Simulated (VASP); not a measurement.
From an Ansatz input to VASP: PbS (database structure)

Ansatz input

```yaml
crystal:
  lattice:
    - [2.1005109573, 1.2127305666, 3.4301898177]
    - [-2.1005109573, 1.2127305666, 3.4301898177]
    - [0.0, -2.4254611333, 3.4301898176]
  atoms:
    - { symbol: Pb, position: [0.9781436759, 0.9781436759, 0.9781436759] }
    - { symbol: S, position: [0.4774576541, 0.4774576541, 0.4774576541] }
kpoints:
  mp_grid: { grid: [8, 8, 8] }
  band_path:
    path:
      - [0.0, 0.0, 0.0]
      - [-0.5, -0.5, -0.5]
      - [-0.5, -0.2499966092, -0.7500033908]
      - [-0.2499966092, 0.2499966092, -0.5]
      - [0.0, 0.0, -0.5]
      - [0.0, 0.3749983046, -0.3749983046]
      - [-0.3749983046, 0.0, -0.6250016954]
      - [-0.5, 0.0, -0.5]
    npoints: 1
hamiltonian:
  xc: pbe
scf:
  occupations: { method: fermi_dirac, width: 0.02 }
  n_extra_bands: 4
output:
  forces: true
  stress: true
  eigenvalues: true
```

Problem. Write VASP inputs for this cell and level of theory.

Solution. 

INCAR

```
NSW = 0
LCHARG = .TRUE.
LASPH = .TRUE.
ISIF = 2
ISMEAR = -1
SIGMA = 0.02
IBRION = -1
GGA = PE
PREC = Accurate
NELM = 120
LELF = .TRUE.
ENCUT = 520
NBANDS = 17
LWAVE = .FALSE.
EDIFF = 1E-7
LREAL = .FALSE.
```

KPOINTS

```
KPOINTS created by Atomic Simulation Environment
0
Gamma
8 8 8
0 0 0
```

KPOINTS_OPT

```
special points
8
Reciprocal
0.0000000000 0.0000000000 0.0000000000 1
-0.5000000000 -0.5000000000 -0.5000000000 1
-0.5000000000 -0.2499966092 -0.7500033908 1
-0.2499966092 0.2499966092 -0.5000000000 1
0.0000000000 0.0000000000 -0.5000000000 1
0.0000000000 0.3749983046 -0.3749983046 1
-0.3749983046 0.0000000000 -0.6250016954 1
-0.5000000000 0.0000000000 -0.5000000000 1
```

POSCAR

```
Pb S
 1.0000000000000000
     2.1005109572676153    1.2127305665503221    3.4301898176962839
    -2.1005109572676153    1.2127305665503221    3.4301898176962839
     0.0000000000000000   -2.4254611332923268    3.4301898176285164
 Pb  S
   1   1
Cartesian
  0.0000000000000000 -0.0000000001874929 10.0656554322252081
 -0.0000000000000000 -0.0000000000915203  4.9133111500496573
```

VASP ran with the recommended PBE PAW datasets (20 valence electrons in the cell). Other inputs would serve too.

```
                            Ansatz     VASP
gap between bands v and c  0.38 eV  0.38 eV
         least direct gap  0.38 eV  0.38 eV
                 pressure  1.9 GPa  1.9 GPa
```

Each program uses its own PAW datasets. VASP's cell holds 20 valence electrons and Ansatz's 20. Ansatz's stress includes a Pulay correction; VASP's doesn't.
